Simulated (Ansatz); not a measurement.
Sb:

```xyz
1
Lattice="0.0000 2.3712 2.3712 2.3712 0.0000 2.3712 2.3712 2.3712 0.0000" Properties=species:S:1:pos:R:3 pbc="T T T"
Sb    0.0000    0.0000    0.0000
```

This isn't the form of Sb at room conditions, which is rhombohedral.

* Program: Ansatz 0.2.0
* Task: relaxation of cell and atoms
* Functional: HSEsol
* Potentials or basis: Ansatz PAW
* Cutoff: 420 eV (not typed: the program's choice for these potentials)
* k mesh: 5 × 5 × 5
* Occupations: fermi-dirac, width 0.05 eV
* Spin: no spin polarisation

At the start: volume 26.67 Å³/atom.

Q: Where does the relaxation end?

A: It ends after 4 steps and the volume is 25.91 Å³/atom (-2.8 %); space group Fm-3m (No. 225, to 0.05 Å).

The path:
```
step  energy change (eV)  largest force (eV/Å)  volume (Å³)
   1              0.0000                0.0000        26.67
   2             -0.0040                0.0000        25.53
   3             -0.0051                0.0000        25.91
   4             -0.0049                0.0000        25.91
```

Final structure:
```cif
data_structure
_symmetry_space_group_name_H-M 'P 1'
_symmetry_Int_Tables_number 1
_cell_length_a 3.3216
_cell_length_b 3.3216
_cell_length_c 3.3216
_cell_angle_alpha 60.000
_cell_angle_beta 60.000
_cell_angle_gamma 60.000
_cell_volume 25.91
loop_
_atom_site_label
_atom_site_type_symbol
_atom_site_fract_x
_atom_site_fract_y
_atom_site_fract_z
_atom_site_occupancy
Sb1 Sb 0.00000 0.00000 0.00000 1
```

Caveat: the k mesh is coarse (spacing up to 0.46 Å⁻¹), so the values aren't converged, least of all with exact exchange; the plane-wave basis is chosen anew once the cell has moved, so the energies of steps on either side of that aren't comparable; the PAW data sets come from PBE, with cores solved anew for the run's functional, which leaves a small shift of forces and pressure.
